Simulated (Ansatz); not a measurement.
# HfSiO4 (Hafnon) (I4_1/amd) in Ansatz: relaxation of cell and atoms with PBE

Aim: the relaxation of cell and atoms of HfSiO4 (Hafnon) with PBE.

Program: Ansatz 0.2.0. These are calculated values, not measurements. Logs are shortened: lines on timing, memory, paths and dates and some standing lists are left out, and cuts for length are marked.

## Step 1: The crystal as given

The structure is tetragonal, space group I4_1/amd (No. 141). The conventional cell has a = 6.572 Å, b = 6.572 Å, c = 5.963 Å, α = 90.00°, β = 90.00°, γ = 90.00°. Hf (site symmetry -4m2) has 8 O at 2.11 to 2.26 Å as nearest neighbours. Si (site symmetry -4m2) has 4 O at 1.62 Å as nearest neighbours. O (site symmetry m) has 1 Si at 1.62 Å as nearest neighbours.

## Step 2: Relaxation of cell and atoms, PBE, target pressure 20 GPa, at which the enthalpy is minimised

Input file input.yaml:

```yaml
crystal:
  lattice:
    - [-3.28625, 3.28625, 2.9816]
    - [3.28625, -3.28625, 2.9816]
    - [3.28625, 3.28625, -2.9816]
  atoms:
    - { symbol: Hf, position: [0.0, 0.0, 0.0] }
    - { symbol: Hf, position: [0.75, 0.25, 0.5] }
    - { symbol: Si, position: [0.5, 0.5, 0.0] }
    - { symbol: Si, position: [0.25, 0.75, 0.5] }
    - { symbol: O, position: [0.6802, 0.4957, 0.8155] }
    - { symbol: O, position: [0.2457, 0.9302, 0.3155] }
    - { symbol: O, position: [0.6802, 0.8647, 0.1845] }
    - { symbol: O, position: [0.6147, 0.9302, 0.6845] }
    - { symbol: O, position: [0.0698, 0.3853, 0.3155] }
    - { symbol: O, position: [0.5043, 0.3198, 0.1845] }
    - { symbol: O, position: [0.0698, 0.7543, 0.6845] }
    - { symbol: O, position: [0.1353, 0.3198, 0.8155] }
hamiltonian:
  xc: pbe
  pseudopotentials: { kind: paw }
kpoints:
  mp_grid: { grid: [5, 5, 5] }
scf:
  occupations: { method: fermi_dirac, width: 0.05 }
output:
  forces: true
  stress: true
  eigenvalues: true
relax:
  f_tol: 0.01
  max_steps: 40
  cell: { stress_tol: 0.05, p_target: 20.0 }
```

Potentials or basis: Ansatz PAW.

On the command line:

```bash
$ ansatz run input.yaml --threads 4 --pin off --max-ram 11264MiB --backend cpu --events-out ev --progress --plain --runs-dir out
```

Log:

```text
Warning: RAYON_NUM_THREADS=4 ignored (pool sized by the plan → 4); use --threads N
Engine: ansatz 0.2.0, x86_64-unknown-linux-gnu
Pseudopotentials: kind: paw
Pseudopotential: Hf, paw, valence charge 26, recommended cutoff 420 eV (normal), Hf.paw.azcp
Pseudopotential: Si, paw, valence charge 4, recommended cutoff 420 eV (normal), Si.paw.azcp
Pseudopotential: O, paw, valence charge 6, recommended cutoff 420 eV (normal), O.paw.azcp
Functional definition: PBE
  parameter kappa = 0.804
  parameter beta = 0.06672455060314922
  exchange = pbe_x(kappa = kappa, mu = beta*pi^2/3)
  correlation = pbe_c(beta = beta)
Crystal: 12 atoms, lattice volume = 128.798 Å³
Basis set: ecut = 420 eV, 2513 PW (Γ), exchange–correlation on 80×80×80 points (8 copies of the dense FFT grid, shifted against one another)
Bands: 66, of which v1, the nominal top of the filled ones, is band 54 counted from 1 (53 counted from 0)
Symmetry: 16 space group operations
Space group: I41/amd (ITA 141), of the structure as read, at distance tolerance 5.1e-5 Å
k-points: 18 of 125
Non-local potential: Hf, projectors of the file, l = 0: 3, l = 1: 2, l = 2: 2, l = 3: 3
Non-local potential: Si, projectors of the file, l = 0: 2, l = 1: 2, l = 2: 2
Non-local potential: O, projectors of the file, l = 0: 2, l = 1: 2, l = 2: 1
PAW form: soft (Blöchl's): semilocal exchange-correlation on the pseudo side does not see the compensation charge
PAW one-centre angular grid: Hf, 590 points (default); XC on 64 Gauss nodes
PAW one-centre angular grid: Si, 110 points (default); XC on 64 Gauss nodes
PAW one-centre angular grid: O, 110 points (default); XC on 64 Gauss nodes
Initial density: superposition of atomic densities (neutral atoms: chi_scale 0, normalization atom), corrected by the library's trained network
Initial wavefunctions: pseudopotential atomic-orbital guess
Functional: x = pbe(κ = 0.804, μ = 0.2195149727645171), c = pbe(β = 0.06672455060314922)
SCF iter   1: F=—  HF=-37271.652747 eV  |F-HF|=—  |Δ(HF+E_count)|=         —  Δρ=1.99e-3  dr2=3.58e-3  ethr=1.77e-3  ⟨swp⟩=6.3  Hψ=4798  notcnv=0
preconditioner: auto → Resta (q_TF=auto, 2.649 Å⁻¹)  ε∞=4.6  [insulator: Δε(μ)=5.434 eV  Ē_g=17.687 eV  σ=0.050 eV  W_gap=1.00  n_scr=42 (ndim 8)  ℏωp=33.4 eV  f_vac=0.044  D(μ)=0.00/eV (n_scr^D=0)  ε∞_Penn≈4.6]
SCF iter   2: F=—  HF=-37271.654320 eV  |F-HF|=—  |Δ(HF+E_count)|=   1.57e-3  Δρ=1.12e-3  dr2=8.40e-4  ethr=3.32e-6  ⟨swp⟩=2.0  Hψ=2296  notcnv=0  defer=15
SCF iter   3: F=—  HF=-37271.655066 eV  |F-HF|=—  |Δ(HF+E_count)|=   7.46e-4  Δρ=2.98e-4  dr2=1.37e-4  ethr=7.77e-7  ⟨swp⟩=2.1  Hψ=1970  notcnv=0  defer=15
SCF iter   4: F=—  HF=-37271.655095 eV  |F-HF|=—  |Δ(HF+E_count)|=   2.90e-5  Δρ=1.24e-4  dr2=2.44e-5  ethr=1.27e-7  ⟨swp⟩=2.0  Hψ=2082  notcnv=0  defer=15
SCF iter   5: F=—  HF=-37271.655098 eV  |F-HF|=—  |Δ(HF+E_count)|=   3.38e-6  Δρ=5.87e-5  dr2=6.91e-6  ethr=2.26e-8  ⟨swp⟩=2.8  Hψ=1952  notcnv=0  defer=15
SCF iter   6: F=—  HF=-37271.655098 eV  |F-HF|=—  |Δ(HF+E_count)|=   3.26e-7  Δρ=3.03e-5  dr2=1.04e-6  ethr=6.40e-9  ⟨swp⟩=2.0  Hψ=2080  notcnv=0  defer=15
SCF iter   7: F=—  HF=-37271.655099 eV  |F-HF|=—  |Δ(HF+E_count)|=   1.95e-7  Δρ=1.19e-5  dr2=1.46e-7  ethr=9.66e-10  ⟨swp⟩=2.0  Hψ=1939  notcnv=0  defer=15
SCF iter   8: F=-37271.655099 eV  HF=-37271.655099 eV  |F-HF|=2.85e-9  |Δ(HF+E_count)|=   3.81e-8  Δρ=1.78e-6  dr2=3.76e-9  ethr=9.26e-11  ⟨swp⟩=9.3  Hψ=4672  notcnv=0
SCF 1 converged in 8 iterations: F = -37271.655099 eV  dr2 = 3.76e-9
relax step   1: F+E_penalty+E_count = -37271.65509861 eV  Δ(F+E_penalty+E_count) = +0.000e0 eV  max|allowed force component| = 2.729e-1 eV/Å  Δτ_max = 0.0000 Å  P = +7.496 GPa  Ω = 128.798 Å³  (8 SCF iters, dr2 threshold 1.00e-7 eV, accepted)
[... 97 lines left out ...]
relax step  10: F+E_penalty+E_count = -37271.16624789 eV  Δ(F+E_penalty+E_count) = +6.326e-4 eV  max|allowed force component| = 6.081e-4 eV/Å  Δτ_max = 0.0000 Å  P = +19.996 GPa  Ω = 122.757 Å³  stress off target by 3.68e-3 GPa  SCF on the basis re-selected at this cell (its energy is not comparable with the rows above)  (6 SCF iters)
basis re-selected at this cell: Δ(F+E_penalty+E_count) = +6.326e-4 eV, ΔP = -0.006 GPa vs the last step (what re-selecting the basis moved, of the pressure what is left beyond the Pulay correction that the steps carried, after the strain that the cell walked since its last selection, with what the two solves' SCF thresholds leave and, on support functions, any second-order correction that the steps lacked; it is no measure of the basis error at this ecutwfc). This SCF's stress stands 3.68e-3 GPa from its target on what of the cell is left free (relax.cell.stress_tol is 5.00e-2 GPa) and its largest allowed force component is 6.08e-4 eV/Å (relax.f_tol is 1.00e-2 eV/Å): within both
SCF converged after 6 iterations
Free energy (F): -37271.166248 eV
Harris-Foulkes:  -37271.166248 eV  (|F-HF|=2.91e-11)
Internal energy: -37271.166248 eV  (E = F + TS)
E sigma→0 (E₀):  -37271.166248 eV
Fermi energy:    13.664197 eV
--- Per-component energies (eV) ---
  E_band       = -114.027857
  E_kinetic    = 2366.854998
  E_local      = -15703.707546  (includes V_loc(G=0)·N_el)
  E_nonlocal   = -2049.233944
  E_hartree    = 7056.509570
  E_xc         = -1309.910087
  E_vxc        = -1391.624360  (∫ρ·V_xc dr)
  E_paw        = -16151.887515  (= ΣΔE_a)
  E_vpaw       = 2550.643300  (= ΣTr[D̂ρ^β])
  E_aug_tail   = 0.020224  (compensation charges beyond the density's cutoff)
  E_ewald      = -11479.811947
  E_smearing   = -0.000000  (= −TS)
  E_closure    = -0.000000  (closes the sum)
  Σ components = -37271.166248   (vs F -37271.166248, Δ=0.00e0)
--- Forces (eV/Å), atoms counted from 1 ---
  atom   1  Hf    -0.00000000    -0.00000000     0.00000000
  atom   2  Hf     0.00000000     0.00000000     0.00000000
  atom   3  Si     0.00000000    -0.00000000     0.00000000
  atom   4  Si     0.00000000     0.00000000     0.00000000
  atom   5  O      0.00022354    -0.00000000    -0.00060811
  atom   6  O      0.00000000     0.00022354    -0.00060811
  atom   7  O     -0.00022354     0.00000000    -0.00060811
  atom   8  O      0.00000000    -0.00022354    -0.00060811
  atom   9  O      0.00022354    -0.00000000     0.00060811
  atom  10  O     -0.00000000    -0.00022354     0.00060811
  atom  11  O     -0.00022354    -0.00000000     0.00060811
  atom  12  O      0.00000000     0.00022354     0.00060811
  max |Σ_I F_I| component: 6.29e-18 eV/Å
--- Stress (GPa, compression-positive) ---
       19.996504       0.000000      -0.000000
        0.000000      19.996504      -0.000000
        0.000000       0.000000      19.996324
  P = ⅓ Tr σ = 19.9964 GPa (199.964 kbar)
--- Band table (eV; the first three rows and the last of 18) ---
  k-point 0: bands = ["-49.1435", "-49.1317", "-18.1030", "-18.1030", "-17.9829", "-17.9633", "-17.8689", "-17.8689", "-8.6071", "-7.4590", "-6.6323", "-6.4723", "-6.0113", "-6.0113", "-5.8733", "-5.8733", "0.9878", "0.9945", "1.0022", "1.0022", "1.0243", "1.0243", "1.0245", "1.0260", "1.0338", "1.0347", "1.0389", "1.0389", "1.0478", "1.0478", "2.9582", "4.6435", "4.8282", "5.2798", "5.2798", "6.1231", "6.4162", "6.4223", "7.4301", "7.7274", "7.7274", "7.8867", "8.3718", "8.3718", "9.2008", "9.2008", "9.9663", "9.9709", "9.9709", "10.2060", "10.2408", "10.3187", "10.3187", "10.8340", "17.0614", "17.3129", "17.4173", "17.4745", "17.4745", "18.3029", "18.5149", "18.5149", "18.7205", "19.7126", "20.5331", "21.0692"]
  k-point 1: bands = ["-49.1423", "-49.1329", "-18.1084", "-18.0828", "-17.9996", "-17.9532", "-17.8937", "-17.8567", "-8.4452", "-7.4734", "-6.5630", "-6.4387", "-6.1057", "-6.0654", "-6.0409", "-5.9472", "0.9857", "0.9919", "0.9979", "1.0065", "1.0144", "1.0151", "1.0196", "1.0236", "1.0288", "1.0325", "1.0332", "1.0430", "1.0500", "1.0513", "3.3269", "4.9036", "5.1018", "5.2656", "5.2880", "6.4852", "6.6070", "6.7581", "6.8261", "7.1160", "7.9054", "8.0592", "8.1435", "8.2610", "9.1437", "9.3162", "9.7645", "9.8538", "9.9309", "9.9548", "9.9850", "10.1722", "10.2681", "10.6582", "16.8869", "16.9324", "17.3564", "17.4262", "18.0300", "18.3170", "18.5000", "18.7544", "18.9855", "20.2999", "20.6434", "21.0379"]
  k-point 2: bands = ["-49.1394", "-49.1358", "-18.0987", "-18.0584", "-18.0281", "-17.9560", "-17.8993", "-17.8612", "-8.0350", "-7.6255", "-6.3824", "-6.3446", "-6.2995", "-6.2837", "-6.1915", "-6.1358", "0.9802", "0.9865", "0.9877", "0.9991", "1.0059", "1.0121", "1.0133", "1.0170", "1.0316", "1.0316", "1.0355", "1.0464", "1.0494", "1.0519", "4.2172", "5.0553", "5.4813", "5.5305", "5.7655", "6.1919", "6.2348", "6.7045", "7.1636", "7.2534", "7.5368", "7.8537", "8.2933", "8.3536", "8.4858", "9.0883", "9.4488", "9.6123", "9.6383", "9.8538", "9.9036", "10.0072", "10.1912", "10.3075", "16.5866", "16.6405", "17.5371", "17.5439", "17.9343", "18.0734", "18.9542", "19.2523", "19.7831", "20.6195", "20.6478", "20.9102"]
  k-point 17: bands = ["-49.1381", "-49.1370", "-18.1199", "-18.1114", "-17.9918", "-17.9608", "-17.8618", "-17.8547", "-8.0030", "-7.8881", "-6.6303", "-6.6244", "-6.0887", "-5.9915", "-5.9767", "-5.9095", "0.9817", "0.9948", "0.9963", "1.0069", "1.0126", "1.0129", "1.0196", "1.0207", "1.0315", "1.0326", "1.0386", "1.0395", "1.0405", "1.0502", "3.7595", "4.0007", "5.4155", "5.5178", "5.7661", "6.1959", "6.8157", "7.0897", "7.4939", "7.6593", "7.6829", "7.7623", "8.7658", "8.8564", "8.8847", "9.0661", "9.1360", "9.2714", "9.4344", "9.6341", "9.6824", "9.7974", "9.8851", "10.0332", "17.3332", "17.4207", "17.8487", "17.9546", "18.0249", "18.0659", "18.6223", "18.7091", "19.8060", "19.9711", "20.6337", "20.9388"]
--- Relaxed structure (8 steps of the walk, 8 accepted, 2 SCFs on fresh bases) ---
  F+E_penalty+E_count = -37271.16624789 eV   max|allowed force component| = 6.081e-4 eV/Å   (the final SCF, on the basis selected at the relaxed cell)
  cell:  # Å, volume = 122.7571 Å³
    - [-3.2259429784294817, 3.2259429784294817, 2.9489900026480362]
    - [3.2259429784294817, -3.2259429784294817, 2.9489900026480362]
    - [3.2259429784294817, 3.2259429784294817, -2.9489900026480362]
  atoms:
    - { symbol: Hf, position: [-1.3445882321851506e-19, -4.8541952696966466e-20, -1.374669928343915e-21] }
    - { symbol: Hf, position: [0.75, 0.24999999999999994, 0.49999999999999994] }
    - { symbol: Si, position: [0.49999999999999994, 0.49999999999999994, -1.3746699283448298e-21] }
    - { symbol: Si, position: [0.24999999999999994, 0.75, 0.49999999999999994] }
    - { symbol: O, position: [0.6802966146653324, 0.49359107022191917, 0.8132944555565867] }
    - { symbol: O, position: [0.24359107022191911, 0.9302966146653323, 0.3132944555565868] }
    - { symbol: O, position: [0.6802966146653324, 0.8670021591087456, 0.18670554444341317] }
    - { symbol: O, position: [0.6170021591087455, 0.9302966146653324, 0.6867055444434131] }
    - { symbol: O, position: [0.06970338533466759, 0.38299784089125427, 0.3132944555565867] }
    - { symbol: O, position: [0.5064089297780807, 0.3197033853346675, 0.18670554444341314] }
    - { symbol: O, position: [0.06970338533466768, 0.7564089297780807, 0.686705544443413] }
    - { symbol: O, position: [0.13299784089125435, 0.3197033853346676, 0.8132944555565867] }
```

Wall time 13 s (4 threads of Intel Xeon 6975P-C (Granite Rapids), shared host); peak memory 0.64 GiB.

What came out:

| Quantity | Value |
| --- | --- |
| Free energy | -37271.1662 eV |
| Relaxed volume | 10.23 Å³/atom |
| Relaxed cell | a = 5.432 Å, b = 5.432 Å, c = 5.432 Å, α = 107.14°, β = 107.14°, γ = 114.24° |
| Space group after relaxing (to 0.05 Å) | I4_1/amd (No. 141) |
| Energy change on relaxing (the enthalpy is what falls) | +40.7 meV/atom |
| Ionic steps | 10 |
| Pressure after relaxing | 20.0 GPa |
| Band gap on the k mesh | 5.75 eV, indirect (least direct gap 6.16 eV) |

Step by step:
```tsv
step	energy change (eV)	largest force (eV/Å)	volume (Å³)
1	0.0000	0.3355	128.80
2	0.7124	0.7252	121.24
3	0.4127	0.1025	123.23
4	0.4401	0.0509	122.99
5	0.4440	0.0406	122.95
6	0.4499	0.0050	122.90
7	0.4495	0.0001	122.90
8	0.4712	0.0004	122.90
9	0.4882	0.0006	122.76
10	0.4889	0.0006	122.76
```

Final structure:
```xyz
12
Lattice="-3.2259 3.2259 2.9490 3.2259 -3.2259 2.9490 3.2259 3.2259 -2.9490" Properties=species:S:1:pos:R:3 pbc="T T T"
Hf    0.0000    0.0000    0.0000
Hf    0.0000    3.2259    1.4745
Si    0.0000    0.0000    2.9490
Si    3.2259    0.0000    1.4745
O     2.0213    3.2259    1.0634
O     3.2259   -1.2046    2.5379
O     1.2046    0.0000    4.0124
O     3.2259    1.2046    2.5379
O     2.0213    0.0000    0.4111
O     0.0000    1.2046    1.8856
O     4.4305    0.0000    0.4111
O     3.2259    2.0213   -1.0634
```

Caveat: odd divisions of the mesh miss points on the zone boundary, where band edges often lie, so the gap on the mesh can be too wide; the plane-wave basis is chosen anew once the cell has moved, so the energies of steps on either side of that aren't comparable; the pressure holds a Pulay correction of +0.8 GPa for the finite cutoff; spin-orbit coupling is left out, which moves the levels of the heavy elements. A k mesh can miss the band edges.
